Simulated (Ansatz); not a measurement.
# Copper, hcp under LDA: structure, energy and stiffness

The plan for copper in the hcp structure: relax it, solve it on a dense k-mesh, switch on spin-orbit coupling, then scale the cell to 7 volumes from 88 to 112 % of the relaxed one and try a fit of the equation of state. The k-meshes are 14×14×8 for the relaxation; 24×24×13 for the dense run; 14×14×8 for spin-orbit coupling; 16×16×9 for the volumes.

This is Cu in the hcp structure; at room conditions it is fcc.

Method: DFT LDA (PW92), plane waves (420 eV) with PAW, scalar-relativistic; the PAW data stem from PBE, with regenerated cores, in Ansatz 0.2.0.

## 1. Starting point

It takes space group P6_3/mmc (No. 194, hexagonal). Conventional cell: a = 2.556 Å, b = 2.556 Å, c = 4.174 Å, α = 90.00°, β = 90.00°, γ = 120.00°. Around Cu (site symmetry -6m2) lie 12 Cu at 2.56 Å.

Coordinates:

```cif
data_structure
_symmetry_space_group_name_H-M 'P 1'
_symmetry_Int_Tables_number 1
_cell_length_a 2.5562
_cell_length_b 2.5562
_cell_length_c 4.1742
_cell_angle_alpha 90.000
_cell_angle_beta 90.000
_cell_angle_gamma 120.000
_cell_volume 23.62
loop_
_atom_site_label
_atom_site_type_symbol
_atom_site_fract_x
_atom_site_fract_y
_atom_site_fract_z
_atom_site_occupancy
Cu1 Cu 0.33333 0.66667 0.25000 1
Cu2 Cu 0.66667 0.33333 0.75000 1
```

## 2. Relaxation of the cell

The input, input.yaml:

```yaml
crystal:
  lattice:
    - [2.5561591618, 0.0, 0.0]
    - [-1.2780795809, 2.2136987702, 0.0]
    - [0.0, 0.0, 4.1742079112]
  atoms:
    - { symbol: Cu, position: [0.3333333333, 0.6666666667, 0.25] }
    - { symbol: Cu, position: [0.6666666667, 0.3333333333, 0.75] }
hamiltonian:
  xc: lda
  pseudopotentials:
    kind: paw
    azcp:
      Cu: "pseudopotentials/Cu.paw.azcp"
basis:
  ecutwfc: 420
  fft_grid_basis: typed
kpoints:
  mp_grid: { grid: [14, 14, 8], shift: [0, 0, 0] }
magnetization:
  spin_polarized: false
scf:
  occupations: { method: fermi_dirac, width: 0.1 }
relax:
  max_steps: 60
  f_tol: 0.01
  cell: {}
```

Standard output:

```text
Warning: <dir> the record states the generating functional pbe (its physics header spells it `PBE`), which answers neither for hamiltonian.xc's functional nor for the lda family's — results may be inconsistent (PPs are generated against a specific XC)
Warning: RAYON_NUM_THREADS=2 ignored (pool sized by the plan → 2); use --threads N
Engine: ansatz 0.2.0, aarch64-unknown-linux-gnu
Pseudopotentials: kind: paw
Pseudopotential: Cu, paw, valence charge 19, recommended cutoff 420 eV (normal), <dir>
Functional definition: SPW92
  exchange = slater_x
  correlation = pw_c
Crystal: 2 atoms, lattice volume = 23.620 Å³
Basis set: ecut = 420 eV, 463 PW (Γ)
Bands: 23, of which v1, the nominal top of the filled ones, is band 19 counted from 1 (18 counted from 0)
Symmetry: 24 space group operations
Space group: P63/mmc (ITA 194), of the structure as read, at distance tolerance 2.9e-5 Å
k-points: 120 of 1568
Non-local potential: Cu, projectors of the file, l = 0: 3, l = 1: 2, l = 2: 3, l = 3: 1
PAW form: soft (Blöchl's): semilocal exchange-correlation on the pseudo side does not see the compensation charge
PAW frozen core: Cu, regenerated for the run's functional, and the local potential with it (the file was generated under x = pbe(κ = 0.804, μ = 0.2195149727645171), c = pbe(β = 0.06672455060314922))
PAW one-centre angular grid: Cu, 590 points (default); XC on 64 Gauss nodes
Initial density: superposition of atomic densities (neutral atoms: chi_scale 0, normalization atom), corrected by the library's trained network
Initial wavefunctions: pseudopotential atomic-orbital guess
Functional: x = slater, c = lda
SCF iter   1: F=—  HF=-13111.369092 eV  |F-HF|=—  |Δ(HF+E_count)|=         —  Δρ=2.46e-2  dr2=6.46e-2  ethr=1.77e-3  ⟨swp⟩=4.8  Hψ=10128  notcnv=0
preconditioner: auto → none  [metal: Δε(μ)=0.023 eV  Ē_g=10.802 eV  σ=0.100 eV  W_gap=0.06  n_scr=8 (ndim 8)  ℏωp=35.8 eV  f_vac=0.000  D(μ)=0.86/eV (n_scr^D=2)  sad-step TF]
SCF iter   2: F=—  HF=-13111.353792 eV  |F-HF|=—  |Δ(HF+E_count)|=   1.53e-2  Δρ=5.03e-3  dr2=2.32e-3  ethr=1.70e-4  ⟨swp⟩=2.1  Hψ=5073  notcnv=0  defer=3
SCF iter   3: F=—  HF=-13111.353391 eV  |F-HF|=—  |Δ(HF+E_count)|=   4.01e-4  Δρ=1.73e-3  dr2=2.40e-4  ethr=6.11e-6  ⟨swp⟩=1.0  Hψ=2758  notcnv=0  defer=3
SCF iter   4: F=—  HF=-13111.353320 eV  |F-HF|=—  |Δ(HF+E_count)|=   7.08e-5  Δρ=9.16e-5  dr2=1.42e-6  ethr=6.30e-7  ⟨swp⟩=1.0  Hψ=2759  notcnv=0  defer=3
SCF iter   5: F=—  HF=-13111.353317 eV  |F-HF|=—  |Δ(HF+E_count)|=   3.21e-6  Δρ=1.40e-5  dr2=1.48e-8  ethr=3.75e-9  ⟨swp⟩=2.0  Hψ=4118  notcnv=0  defer=3
SCF iter   6: F=-13111.353316 eV  HF=-13111.353316 eV  |F-HF|=8.55e-11  |Δ(HF+E_count)|=   1.20e-8  Δρ=6.99e-7  dr2=4.09e-11  ethr=3.89e-11  ⟨swp⟩=2.1  Hψ=9999  notcnv=0
SCF 1 converged in 6 iterations: F = -13111.353316 eV  dr2 = 4.09e-11
relax step   1: F+E_penalty+E_count = -13111.35331649 eV  Δ(F+E_penalty+E_count) = +0.000e0 eV  max|allowed force component| = 9.252e-18 eV/Å  Δτ_max = 0.0000 Å  P = -12.238 GPa  Ω = 23.620 Å³  (6 SCF iters, dr2 threshold 1.00e-7 eV, accepted)
Crystal: 2 atoms, lattice volume = 22.625 Å³
Basis set: ecut = 420 eV, 451 PW (Γ)
Initial density: handed on by an earlier stage of this run
Initial wavefunctions: those handed on with the density
iter 1 solved again at ethr=1.20e-4 eV; its pass at ethr=3.10e-3 eV (dr2=4.55e-2 eV) is discarded
SCF iter   1: F=—  HF=-13111.422513 eV  |F-HF|=—  |Δ(HF+E_count)|=         —  Δρ=1.79e-2  dr2=4.57e-2  ethr=1.20e-4  ⟨swp⟩=1.0  Hψ=13174  notcnv=0
preconditioner: auto → none  [metal: Δε(μ)=0.011 eV  Ē_g=11.162 eV  σ=0.100 eV  W_gap=0.03  n_scr=8 (ndim 8)  ℏωp=36.6 eV  f_vac=0.000  D(μ)=0.85/eV (n_scr^D=2)]
SCF iter   2: F=—  HF=-13111.412924 eV  |F-HF|=—  |Δ(HF+E_count)|=   9.59e-3  Δρ=1.39e-3  dr2=1.55e-4  ethr=1.20e-4  ⟨swp⟩=2.0  Hψ=4362  notcnv=0
SCF iter   3: F=—  HF=-13111.412470 eV  |F-HF|=—  |Δ(HF+E_count)|=   4.54e-4  Δρ=9.29e-4  dr2=1.59e-4  ethr=4.07e-7  ⟨swp⟩=2.0  Hψ=5390  notcnv=0
SCF iter   4: F=—  HF=-13111.412423 eV  |F-HF|=—  |Δ(HF+E_count)|=   4.79e-5  Δρ=1.29e-4  dr2=7.38e-7  ethr=4.07e-7  ⟨swp⟩=2.0  Hψ=3913  notcnv=0
iter 5 did not close the SCF: its close was put off for the readings that it lacked (scf_convergence_deferred on its scf_iter line)
SCF iter   5: F=-13111.412426 eV  HF=-13111.412426 eV  |F-HF|=4.34e-9  |Δ(HF+E_count)|=   3.20e-6  Δρ=4.92e-6  dr2=3.90e-9  ethr=1.94e-9  ⟨swp⟩=2.0  Hψ=5055  notcnv=0
SCF iter   6: F=-13111.412426 eV  HF=-13111.412426 eV  |F-HF|=3.46e-11  |Δ(HF+E_count)|=  3.64e-10  Δρ=8.49e-7  dr2=5.83e-11  ethr=1.03e-11  ⟨swp⟩=1.9  Hψ=8341  notcnv=0
SCF 2 converged in 6 iterations: F = -13111.412426 eV  dr2 = 5.83e-11
relax step   2: F+E_penalty+E_count = -13111.41242571 eV  Δ(F+E_penalty+E_count) = -5.911e-2 eV  max|allowed force component| = 1.850e-17 eV/Å  Δτ_max = 0.0000 Å  P = -6.312 GPa  Ω = 22.625 Å³  energy of the carried Pulay correction = +6.318e-4 eV  (6 SCF iters, dr2 threshold 2.00e-7 eV, accepted)
Crystal: 2 atoms, lattice volume = 21.654 Å³
Basis set: ecut = 420 eV, 391 PW (Γ)
iter 1 solved again at ethr=1.16e-4 eV; its pass at ethr=3.10e-3 eV (dr2=4.42e-2 eV) is discarded
SCF iter   1: F=—  HF=-13111.439438 eV  |F-HF|=—  |Δ(HF+E_count)|=         —  Δρ=1.81e-2  dr2=4.44e-2  ethr=1.16e-4  ⟨swp⟩=1.0  Hψ=13212  notcnv=0
preconditioner: auto → none  [metal: Δε(μ)=0.051 eV  Ē_g=11.592 eV  σ=0.100 eV  W_gap=0.13  n_scr=8 (ndim 8)  ℏωp=37.4 eV  f_vac=0.000  D(μ)=0.84/eV (n_scr^D=2)]
SCF iter   2: F=—  HF=-13111.429870 eV  |F-HF|=—  |Δ(HF+E_count)|=   9.57e-3  Δρ=1.50e-3  dr2=1.50e-4  ethr=1.16e-4  ⟨swp⟩=2.0  Hψ=4358  notcnv=0
SCF iter   3: F=—  HF=-13111.429406 eV  |F-HF|=—  |Δ(HF+E_count)|=   4.64e-4  Δρ=9.21e-4  dr2=1.48e-4  ethr=3.94e-7  ⟨swp⟩=2.0  Hψ=5381  notcnv=0
SCF iter   4: F=—  HF=-13111.429363 eV  |F-HF|=—  |Δ(HF+E_count)|=   4.25e-5  Δρ=1.62e-4  dr2=2.78e-6  ethr=3.90e-7  ⟨swp⟩=2.0  Hψ=3944  notcnv=0
iter 5 did not close the SCF: its close was put off for the readings that it lacked (scf_convergence_deferred on its scf_iter line)
SCF iter   5: F=-13111.429367 eV  HF=-13111.429367 eV  |F-HF|=7.95e-9  |Δ(HF+E_count)|=   4.15e-6  Δρ=1.64e-5  dr2=2.91e-8  ethr=7.32e-9  ⟨swp⟩=2.0  Hψ=4914  notcnv=0
SCF iter   6: F=-13111.429367 eV  HF=-13111.429367 eV  |F-HF|=1.20e-10  |Δ(HF+E_count)|=   3.44e-8  Δρ=1.01e-6  dr2=1.79e-10  ethr=7.65e-11  ⟨swp⟩=2.0  Hψ=9480  notcnv=0
SCF 3 converged in 6 iterations: F = -13111.429367 eV  dr2 = 1.79e-10
relax step   3: F+E_penalty+E_count = -13111.42936745 eV  Δ(F+E_penalty+E_count) = -1.694e-2 eV  max|allowed force component| = 2.776e-17 eV/Å  Δτ_max = 0.0000 Å  P = +1.291 GPa  Ω = 21.654 Å³  energy of the carried Pulay correction = +1.275e-3 eV  (6 SCF iters, dr2 threshold 2.00e-7 eV, accepted)
Crystal: 2 atoms, lattice volume = 21.813 Å³
iter 1 solved again at ethr=3.40e-6 eV; its pass at ethr=3.10e-3 eV (dr2=1.29e-3 eV) is discarded
SCF iter   1: F=—  HF=-13111.430138 eV  |F-HF|=—  |Δ(HF+E_count)|=         —  Δρ=3.02e-3  dr2=1.26e-3  ethr=3.40e-6  ⟨swp⟩=2.2  Hψ=12408  notcnv=0
preconditioner: auto → none  [metal: Δε(μ)=0.013 eV  Ē_g=11.599 eV  σ=0.100 eV  W_gap=0.03  n_scr=8 (ndim 8)  ℏωp=37.3 eV  f_vac=0.000  D(μ)=0.82/eV (n_scr^D=2)]
SCF iter   2: F=—  HF=-13111.429865 eV  |F-HF|=—  |Δ(HF+E_count)|=   2.73e-4  Δρ=2.74e-4  dr2=4.49e-6  ethr=3.32e-6  ⟨swp⟩=2.1  Hψ=3763  notcnv=0
SCF iter   3: F=—  HF=-13111.429848 eV  |F-HF|=—  |Δ(HF+E_count)|=   1.70e-5  Δρ=1.56e-4  dr2=4.30e-6  ethr=1.18e-8  ⟨swp⟩=2.0  Hψ=5056  notcnv=0
SCF iter   4: F=—  HF=-13111.429847 eV  |F-HF|=—  |Δ(HF+E_count)|=   1.03e-6  Δρ=5.34e-5  dr2=4.91e-7  ethr=1.13e-8  ⟨swp⟩=2.5  Hψ=3948  notcnv=0
iter 5 did not close the SCF: its close was put off for the readings that it lacked (scf_convergence_deferred on its scf_iter line)
SCF iter   5: F=-13111.429847 eV  HF=-13111.429847 eV  |F-HF|=1.81e-8  |Δ(HF+E_count)|=   2.58e-8  Δρ=1.21e-5  dr2=2.55e-8  ethr=1.29e-9  ⟨swp⟩=2.0  Hψ=3977  notcnv=0
SCF iter   6: F=-13111.429847 eV  HF=-13111.429847 eV  |F-HF|=2.36e-10  |Δ(HF+E_count)|=  7.31e-10  Δρ=1.36e-6  dr2=3.32e-10  ethr=6.71e-11  ⟨swp⟩=2.0  Hψ=8917  notcnv=0
SCF 4 converged in 6 iterations: F = -13111.429847 eV  dr2 = 3.32e-10
relax step   4: F+E_penalty+E_count = -13111.42984703 eV  Δ(F+E_penalty+E_count) = -4.796e-4 eV  max|allowed force component| = 6.939e-18 eV/Å  Δτ_max = 0.0000 Å  P = -0.096 GPa  Ω = 21.813 Å³  energy of the carried Pulay correction = +1.168e-3 eV  (6 SCF iters, dr2 threshold 2.00e-7 eV, accepted)
Crystal: 2 atoms, lattice volume = 21.802 Å³
iter 1 solved again at ethr=1.67e-8 eV; its pass at ethr=3.10e-3 eV (dr2=6.33e-6 eV) is discarded
SCF iter   1: F=—  HF=-13111.429860 eV  |F-HF|=—  |Δ(HF+E_count)|=         —  Δρ=2.13e-4  dr2=6.21e-6  ethr=1.67e-8  ⟨swp⟩=2.6  Hψ=12769  notcnv=0
preconditioner: auto → none  [metal: Δε(μ)=0.019 eV  Ē_g=11.587 eV  σ=0.100 eV  W_gap=0.05  n_scr=8 (ndim 8)  ℏωp=37.3 eV  f_vac=0.000  D(μ)=0.83/eV (n_scr^D=2)]
SCF iter   2: F=—  HF=-13111.429858 eV  |F-HF|=—  |Δ(HF+E_count)|=   1.34e-6  Δρ=2.06e-5  dr2=2.43e-8  ethr=1.63e-8  ⟨swp⟩=2.1  Hψ=3812  notcnv=0
iter 3 did not close the SCF: its close was put off for the readings that it lacked (scf_convergence_deferred on its scf_iter line)
SCF iter   3: F=-13111.429858 eV  HF=-13111.429858 eV  |F-HF|=1.94e-8  |Δ(HF+E_count)|=   7.44e-8  Δρ=1.24e-5  dr2=2.57e-8  ethr=6.39e-11  ⟨swp⟩=2.0  Hψ=5060  notcnv=0
iter 4 did not close the SCF: its close was put off for the readings that it lacked (scf_convergence_deferred on its scf_iter line)
SCF iter   4: F=-13111.429858 eV  HF=-13111.429858 eV  |F-HF|=1.95e-9  |Δ(HF+E_count)|=   6.14e-9  Δρ=4.00e-6  dr2=2.63e-9  ethr=6.39e-11  ⟨swp⟩=2.6  Hψ=4030  notcnv=0
iter 5 did not close the SCF: its close was put off for the readings that it lacked (scf_convergence_deferred on its scf_iter line)
SCF iter   5: F=-13111.429858 eV  HF=-13111.429858 eV  |F-HF|=1.33e-10  |Δ(HF+E_count)|=  2.73e-11  Δρ=9.67e-7  dr2=1.53e-10  ethr=6.92e-12  ⟨swp⟩=2.0  Hψ=3883  notcnv=0
SCF iter   6: F=-13111.429858 eV  HF=-13111.429858 eV  |F-HF|=1.82e-12  |Δ(HF+E_count)|=  1.27e-11  Δρ=1.07e-7  dr2=1.84e-12  ethr=1.00e-12  ⟨swp⟩=1.4  Hψ=7245  notcnv=0
SCF 5 converged in 6 iterations: F = -13111.429858 eV  dr2 = 1.84e-12
relax step   5: F+E_penalty+E_count = -13111.42985836 eV  Δ(F+E_penalty+E_count) = -1.133e-5 eV  max|allowed force component| = 2.776e-17 eV/Å  Δτ_max = 0.0000 Å  P = -0.001 GPa  Ω = 21.802 Å³  energy of the carried Pulay correction = +1.176e-3 eV  (6 SCF iters, dr2 threshold 3.12e-8 eV, accepted)
Initial wavefunctions: pseudopotential atomic-orbital guess (no wavefunctions were taken with the density)
iter 1 solved again at ethr=3.56e-9 eV; its pass at ethr=3.10e-3 eV (dr2=1.35e-6 eV) is discarded
SCF iter   1: F=—  HF=-13111.428631 eV  |F-HF|=—  |Δ(HF+E_count)|=         —  Δρ=2.07e-4  dr2=1.08e-6  ethr=3.56e-9  ⟨swp⟩=3.3  Hψ=18747  notcnv=0
preconditioner: auto → none  [metal: Δε(μ)=0.019 eV  Ē_g=11.589 eV  σ=0.100 eV  W_gap=0.05  n_scr=8 (ndim 8)  ℏωp=37.3 eV  f_vac=0.000  D(μ)=0.83/eV (n_scr^D=2)]
SCF iter   2: F=—  HF=-13111.428631 eV  |F-HF|=—  |Δ(HF+E_count)|=   4.96e-8  Δρ=9.41e-5  dr2=3.97e-7  ethr=2.84e-9  ⟨swp⟩=2.4  Hψ=4482  notcnv=0
SCF iter   3: F=—  HF=-13111.428631 eV  |F-HF|=—  |Δ(HF+E_count)|=   4.42e-8  Δρ=3.32e-5  dr2=3.07e-8  ethr=1.04e-9  ⟨swp⟩=1.2  Hψ=2837  notcnv=0
SCF iter   4: F=—  HF=-13111.428631 eV  |F-HF|=—  |Δ(HF+E_count)|=   1.98e-9  Δρ=2.21e-6  dr2=1.39e-10  ethr=8.07e-11  ⟨swp⟩=2.5  Hψ=4719  notcnv=0
iter 5 did not close the SCF: its close was put off for the readings that it lacked (scf_convergence_deferred on its scf_iter line)
SCF iter   5: F=-13111.428631 eV  HF=-13111.428631 eV  |F-HF|=1.82e-12  |Δ(HF+E_count)|=  8.73e-11  Δρ=7.38e-8  dr2=7.99e-13  ethr=1.00e-12  ⟨swp⟩=1.0  Hψ=2763  notcnv=0
SCF iter   6: F=-13111.428631 eV  HF=-13111.428631 eV  |F-HF|=3.64e-12  |Δ(HF+E_count)|=    0.00e0  Δρ=7.51e-9  dr2=5.67e-15  ethr=1.00e-12  ⟨swp⟩=3.3  Hψ=10686  notcnv=0
SCF 6 converged in 6 iterations: F = -13111.428631 eV  dr2 = 5.67e-15
relax step   6: F+E_penalty+E_count = -13111.42863135 eV  Δ(F+E_penalty+E_count) = +1.227e-3 eV  max|allowed force component| = 2.776e-17 eV/Å  Δτ_max = 0.0000 Å  P = +0.011 GPa  Ω = 21.802 Å³  stress off target by 1.14e-2 GPa  SCF on the basis re-selected at this cell (its energy is not comparable with the rows above)  (6 SCF iters)
basis re-selected at this cell: Δ(F+E_penalty+E_count) = +1.227e-3 eV, ΔP = +0.011 GPa vs the last step (what re-selecting the basis moved, of the pressure what is left beyond the Pulay correction that the steps carried, after the strain that the cell walked since its last selection, with what the two solves' SCF thresholds leave and, on support functions, any second-order correction that the steps lacked; it is no measure of the basis error at this ecutwfc). This SCF's stress stands 1.14e-2 GPa from its target on what of the cell is left free (relax.cell.stress_tol is 5.00e-2 GPa) and its largest allowed force component is 2.78e-17 eV/Å (relax.f_tol is 1.00e-2 eV/Å): within both
SCF converged after 6 iterations
Free energy (F): -13111.428631 eV
Harris-Foulkes:  -13111.428631 eV  (|F-HF|=3.64e-12)
Internal energy: -13111.402239 eV  (E = F + TS)
E sigma→0 (E₀):  -13111.415435 eV
Entropy (-TS):   -0.026392 eV (-13.196 meV/atom)
Fermi energy:    18.055233 eV
--- Per-component energies (eV) ---
  E_band       = -668.521609
  E_kinetic    = 603.138490
  E_local      = -7808.512971  (includes V_loc(G=0)·N_el)
  E_nonlocal   = 786.668922
  E_hartree    = 3441.921650
  E_xc         = -179.817835
  E_vxc        = -233.237572  (∫ρ·V_xc dr)
  E_paw        = -3184.558111  (= ΣΔE_a)
  E_vpaw       = -900.422241  (= ΣTr[D̂ρ^β])
  E_aug_tail   = 0.000454  (compensation charges beyond the density's cutoff)
  E_ewald      = -6771.142158
  E_core_change = 0.899320  (= ΣΔE_core)
  E_smearing   = -0.026392  (= −TS)
  E_closure    = -0.000000  (closes the sum)
  Σ components = -13111.428631   (vs F -13111.428631, Δ=0.00e0)
--- Forces (eV/Å), atoms counted from 1 ---
  atom   1  Cu     0.00000000     0.00000000    -0.00000000
  atom   2  Cu    -0.00000000    -0.00000000     0.00000000
  max |Σ_I F_I| component: 0.00e0 eV/Å
--- Stress (GPa, compression-positive) ---
        0.011378       0.000000      -0.000000
        0.000000       0.011378      -0.000000
       -0.000000      -0.000000       0.009215
  P = ⅓ Tr σ = 0.0107 GPa (0.107 kbar)
--- Relaxed structure (5 steps of the walk, 5 accepted, 1 SCFs on fresh bases) ---
  F+E_penalty+E_count = -13111.42863135 eV   max|allowed force component| = 2.776e-17 eV/Å   (the final SCF, on the basis selected at the relaxed cell)
  cell:  # Å, volume = 21.8016 Å³
    - [2.4861033344741177, 8.007095243978966e-34, -8.007095243978966e-34]
    - [-1.2430516672370588, 2.1530286440877875, -2.115318741343201e-18]
    - [-1.3075586533460653e-33, -3.988699972922062e-18, 4.07304698464948]
  atoms:
    - { symbol: Cu, position: [0.33333333333333326, 0.6666666666666665, 0.24999999999999997] }
    - { symbol: Cu, position: [0.6666666666666666, 0.33333333333333326, 0.7499999999999999] }
```

Wall time 8.8 s (2 threads of an Arm CPU, shared host); peak memory 0.33 GiB.

The walk, from the log:

```csv
step,energy change (meV/atom),largest force (eV/Å),pressure (GPa),volume (Å³/atom)
1,0.00,0.0000,-12.24,11.810
2,-29.55,0.0000,-6.31,11.313
3,-38.03,0.0000,1.29,10.827
4,-38.27,0.0000,-0.10,10.906
5,-38.27,0.0000,0.00,10.901
6,-37.66,0.0000,0.01,10.901
```

Steps that repeat a cell are solved on a basis chosen anew, so their changes of energy are no gain of the relaxation.

Changes in the cell that was computed:

|  | before | after | change |
| --- | --- | --- | --- |
| a (Å) | 2.556 | 2.486 | -2.7 % |
| b (Å) | 2.556 | 2.486 | -2.7 % |
| c (Å) | 4.174 | 4.073 | -2.4 % |
| volume (Å³/atom) | 11.810 | 10.901 | -7.7 % |
| shortest distance (Å) | 2.556 | 2.486 | -2.7 % |
| space group (spins left aside) | P6_3/mmc | P6_3/mmc | same |

## 3. Single point on a dense mesh

The input, input.yaml:

```yaml
crystal:
  lattice:
    - [2.4861033345, 0.0, 0.0]
    - [-1.2430516672, 2.1530286441, 0.0]
    - [0.0, 0.0, 4.0730469846]
  atoms:
    - { symbol: Cu, position: [0.3333333333, 0.6666666667, 0.25] }
    - { symbol: Cu, position: [0.6666666667, 0.3333333333, 0.75] }
hamiltonian:
  xc: lda
  pseudopotentials:
    kind: paw
    azcp:
      Cu: "pseudopotentials/Cu.paw.azcp"
basis:
  ecutwfc: 420
  fft_grid_basis: typed
kpoints:
  mp_grid: { grid: [24, 24, 13], shift: [0, 0, 0] }
magnetization:
  spin_polarized: false
scf:
  occupations: { method: fermi_dirac, width: 0.1 }
```

Standard output (excerpt; [...] marks lines left out):

```text
Warning: <dir> the record states the generating functional pbe (its physics header spells it `PBE`), which answers neither for hamiltonian.xc's functional nor for the lda family's — results may be inconsistent (PPs are generated against a specific XC)
Warning: RAYON_NUM_THREADS=2 ignored (pool sized by the plan → 2); use --threads N
[...]
[... 3 set-up lines as earlier in the session ...]
[...]
Crystal: 2 atoms, lattice volume = 21.802 Å³
Basis set: ecut = 420 eV, 391 PW (Γ)
Bands: 23, of which v1, the nominal top of the filled ones, is band 19 counted from 1 (18 counted from 0)
[... 1 set-up line as earlier in the session ...]
Space group: P63/mmc (ITA 194), of the structure as read, at distance tolerance 2.8e-5 Å
k-points: 427 of 7488
[...]
SCF iter   1: F=—  HF=-13111.449977 eV  |F-HF|=—  |Δ(HF+E_count)|=         —  Δρ=2.48e-2  dr2=5.95e-2  ethr=1.77e-3  ⟨swp⟩=5.3  Hψ=36532  notcnv=0
[...]
SCF iter   6: F=-13111.434626 eV  HF=-13111.434626 eV  |F-HF|=1.82e-12  |Δ(HF+E_count)|=   2.84e-9  Δρ=3.67e-7  dr2=6.29e-12  ethr=3.89e-12  ⟨swp⟩=1.1  Hψ=29672  notcnv=0
[...]
SCF converged after 6 iterations
Free energy (F): -13111.434626 eV
[...]
E sigma→0 (E₀):  -13111.424428 eV
Entropy (-TS):   -0.020395 eV (-10.198 meV/atom)
Fermi energy:    18.101164 eV
[...]
```

Run time: 4.1 s. Hardware: 2 threads of an Arm CPU, shared host; peak memory 0.41 GiB.

## 4. Spin-orbit coupling switched on

Edit input.yaml of step 3 so:

```diff
@@ -11,3 +11,3 @@
   pseudopotentials:
-    kind: paw
+    kind: paw_fr
     azcp:
@@ -18,5 +18,6 @@
 kpoints:
-  mp_grid: { grid: [24, 24, 13], shift: [0, 0, 0] }
+  mp_grid: { grid: [14, 14, 8], shift: [0, 0, 0] }
 magnetization:
-  spin_polarized: false
+  noncollinear: true
+  spin_orbit: true
 scf:
```

Standard output (excerpt; [...] marks lines left out):

```text
Warning: <dir> the record states the generating functional pbe (its physics header spells it `PBE`), which answers neither for hamiltonian.xc's functional nor for the lda family's — results may be inconsistent (PPs are generated against a specific XC)
Warning: RAYON_NUM_THREADS=2 ignored (pool sized by the plan → 2); use --threads N
[...]
Pseudopotentials: kind: paw_fr
Pseudopotential: Cu, paw_fr, valence charge 19, recommended cutoff 420 eV (normal), <dir>
[... 1 set-up line as earlier in the session ...]
[...]
non-collinear run that drives no moment, with spin-orbit: no starting moment large enough to seed its density (crystal.atoms[].spin), no starting occupations that ask for one, no magnetisation constraint and no magnetic field, so the semilocal B_xc is pinned to zero
Crystal: 2 atoms, lattice volume = 21.802 Å³
Basis set: ecut = 420 eV, 391 PW (Γ)
Bands: 46, of which v1, the nominal top of the filled ones, is band 38 counted from 1 (37 counted from 0)
Symmetry: 24 space group operations + 24 with time reversal
Magnetic group: BNS 194.264 (UNI 1494), of the structure as read, at distance tolerance 2.8e-5 Å
k-points: 120 of 1568
Projection manifold: j_resolved (fully-relativistic pseudo-atomic orbitals)
[...]
SCF iter   1: F=—  HF=-13114.505793 eV  |F-HF|=—  |Δ(HF+E_count)|=         —  Δρ=3.03e-1  dr2=1.19e1  dr2_m=0.00e0 (ungated)  ethr=3.10e-3  |M|=0.00e0 ∫|m|=0.00e0 μB  |m|>n=0.0e0 m-floor=0.0e0 τ_xc=0.0e0  β_m=0.30  ⟨swp⟩=6.9  Hψ=12653  notcnv=0  defer=60
[...]
SCF iter   8: F=-13112.132267 eV  HF=-13112.132267 eV  |F-HF|=1.82e-12  |Δ(HF+E_count)|=  3.82e-11  Δρ=3.55e-7  dr2=1.22e-11  dr2_m=0.00e0 (ungated)  ethr=6.13e-12  |M|=0.00e0 ∫|m|=0.00e0 μB  |m|>n=0.0e0 m-floor=0.0e0 τ_xc=0.0e0  ⟨swp⟩=1.1  Hψ=8041  notcnv=0
[...]
SCF converged after 8 iterations
Magnetization: |M| = 0.0000 μB,  M = (+0.0000, +0.0000, +0.0000) μB
Absolute magnetization: 0.0000 μB (∫|m|)
  site 0: m = (+0.0000, +0.0000, +0.0000) μB, |m| = 0.0000 μB  (R = 1.03 Å)
  site 1: m = (+0.0000, +0.0000, +0.0000) μB, |m| = 0.0000 μB  (R = 1.03 Å)
Free energy (F): -13112.132267 eV
[...]
E sigma→0 (E₀):  -13112.119041 eV
Entropy (-TS):   -0.026453 eV (-13.227 meV/atom)
Fermi energy:    18.058902 eV
[...]
```

Wall time 9.8 s (2 threads of an Arm CPU, shared host); peak memory 0.46 GiB.

Side by side:

```
                          scalar-relativistic      with spin-orbit coupling
         k-mesh                      24×24×13                       14×14×8
gap on the mesh  none (levels filled in part)  none (levels filled in part)
```

The meshes differ, so small differences between the columns need not come from spin-orbit coupling.

[end of part 1 of 2]
